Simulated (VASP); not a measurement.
A run of VASP 6.6.1 is set up as follows.

The input POSCAR:

```
Mn
1.0
    2.5384469893      0.0000000000      0.0000000000
   -1.2692234946      2.1983595788      0.0000000000
    0.0000000000      0.0000000000      2.3718614056
Mn
1
Direct
    0.0000000000      0.0000000000      0.0000000000
```

INCAR.step1

```
SYSTEM = Mn
PREC = Accurate
ENCUT = 520
ISMEAR = 0
SIGMA = 0.1
LREAL = .FALSE.
LASPH = .TRUE.
NELM = 150
ISPIN = 2
MAGMOM = 4
LMAXMIX = 4
NBANDS = 16
GGA = PE
ALGO = Normal
EDIFF = 1E-4
LWAVE = .TRUE.
LCHARG = .FALSE.
```

The input INCAR.step2:

```
SYSTEM = Mn
PREC = Accurate
ENCUT = 520
EDIFF = 1E-6
ISMEAR = 0
SIGMA = 0.1
LREAL = .FALSE.
LASPH = .TRUE.
NELM = 150
ALGO = Normal
ISIF = 2
LWAVE = .FALSE.
LCHARG = .FALSE.
ISPIN = 2
MAGMOM = 4
LORBIT = 11
LMAXMIX = 4
METAGGA = R2SCAN
LMIXTAU = .TRUE.
NBANDS = 16
ISTART = 1
```

Contents of KPOINTS:

```
Automatic mesh
0
G
  9 9 8
  0 0 0
```

Potentials or basis: VASP PAW PBE potentials, release 64 (Mn_pv).

Launch:

```bash
$ cat potpaw_PBE.64/Mn_pv/POTCAR > POTCAR
$ cp INCAR.step1 INCAR
$ mpirun -np 1 vasp_std > vasp.out
$ cp INCAR.step2 INCAR
$ mpirun -np 1 vasp_std > vasp.out
```

**Question.** Estimate the band gap on the k mesh.

**Answer.** None (metal or under the smearing width).

**Question.** What does it give for the pressure?

**Answer.** 1.0 GPa.

Stress tensor (GPa, compression positive):
```
-1.64  0.00  0.00
 0.00 -1.64  0.00
 0.00  0.00  6.38
```

Caveat: the PAW data sets were made with another functional, which shifts forces and pressure a little.
